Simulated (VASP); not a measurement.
Wanted: the native input for a VASP 6.6.1 run.

| Item | Value |
| --- | --- |
| Task | band structure |
| Functional | PBE0 |
| Potentials or basis | VASP PAW PBE potentials, release 64 (Cu, I) |
| Cutoff | 520 eV |
| k mesh | 6 × 6 × 6 |
| Occupations | gaussian, width 0.03 eV |
| Spin | no spin polarisation |
| Grid for exact exchange (PRECFOCK) | Fast |
| Exchange at q = 0 | truncated |
| Further INCAR settings | ALGO = Normal; EDIFF = 1e-07; NBANDS = 16 |

CuI (Marshite):

```
Cu I
1.0
     0.00000    2.97300    2.97300
     2.97300    0.00000    2.97300
     2.97300    2.97300    0.00000
Cu I
1 1
Direct
  0.25000 0.25000 0.25000
  0.00000 0.00000 0.00000
```

One way to write it, as run:

POSCAR

```
CuI                                     
1.0
    0.0000000000      2.9729983385      2.9729983385
    2.9729983385      0.0000000000      2.9729983385
    2.9729983385      2.9729983385      0.0000000000
  Cu              I             
     1     1
Direct
     0.2500000000000000    0.2500000000000000    0.2500000000000000
     0.0000000000000000    0.0000000000000000    0.0000000000000000
```

INCAR.step1

```
PREC = Accurate
ENCUT = 520
EDIFF = 1E-5
ISMEAR = 0
SIGMA = 0.03
LREAL = False
LASPH = True
NELM = 80
ALGO = Normal
ISIF = 2
LWAVE = True
LCHARG = False
LMAXMIX = 4
NBANDS = 16
KPAR = 4
GGA = PE
```

INCAR.step2

```
PREC = Accurate
ENCUT = 520
EDIFF = 1E-7
ISMEAR = 0
SIGMA = 0.03
LREAL = False
LASPH = True
NELM = 80
ALGO = Normal
ISIF = 2
LWAVE = False
LCHARG = False
LMAXMIX = 4
GGA = PE
LHFCALC = True
AEXX = 0.25
PRECFOCK = Fast
HFRCUT = -1
NBANDS = 16
KPAR = 4
ISTART = 1
```

KPOINTS

```
Automatic mesh
0
Gamma
  6 6 6
```

KPOINTS_OPT

```
explicit points
6
Reciprocal
 0.0000000000  0.0000000000  0.0000000000 1
 0.3750000000  0.3750000000  0.7500000000 1
 0.5000000000  0.5000000000  0.5000000000 1
 0.6250000000  0.2500000000  0.6250000000 1
 0.5000000000  0.2500000000  0.7500000000 1
 0.5000000000  0.0000000000  0.5000000000 1
```

Potentials or basis: VASP PAW PBE potentials, release 64 (Cu, I).

The run is started by

```sh
$ cat potpaw_PBE.64/Cu/POTCAR potpaw_PBE.64/I/POTCAR > POTCAR
$ cp INCAR.step1 INCAR
$ mpirun -np 4 vasp_std > vasp.out
$ cp INCAR.step2 INCAR
$ mpirun -np 4 vasp_std > vasp.out
```

It gave:

- Pressure: 3.0 GPa
- Band gap on the k mesh: 3.37 eV, direct
- Band gap along the path: 3.37 eV, direct

Caveat: the PAW data sets were made with another functional, which shifts forces and pressure a little; spin-orbit coupling is left out, which moves the levels of the heavy elements.

Run time: 6.3 min on 4 MPI ranks on Intel(R) Xeon(R) 6975P-C (Granite Rapids), on a shared host, peak memory 0.21 GiB a rank.
